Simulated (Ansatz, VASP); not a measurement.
## One calculation of Na, two programs

```
Na
1.0
     3.84234    0.00000    0.00000
    -1.92117    3.32756    0.00000
     0.00000    0.00000    6.15400
Na
2
Cartesian
  0.0000 2.2184 1.5385
  1.9212 1.1092 4.6155
```

Change from the starting cell: equal xx and yy strain of +2 %.

Alike in both runs: task single point; functional PBE; k mesh 13 × 13 × 7; occupations fermi-dirac, width 0.05 eV; no spin polarisation.

|  | VASP | Ansatz |
| --- | --- | --- |
| version | VASP 6.6.1 | Ansatz 0.2.0 |
| potentials or method | VASP PAW PBE potentials, release 64 (Na_pv), cutoff 520 eV | all-electron LAPW, scalar-relativistic |

```csv
,VASP,Ansatz,Ansatz less VASP
pressure (GPa),-0.4,-0.4,+0.01
largest component of the traceless stress (GPa),0.16,0.16,-0.001
```

Ansatz ran all-electron here, so the differences hold the error of VASP's frozen core and of both bases.
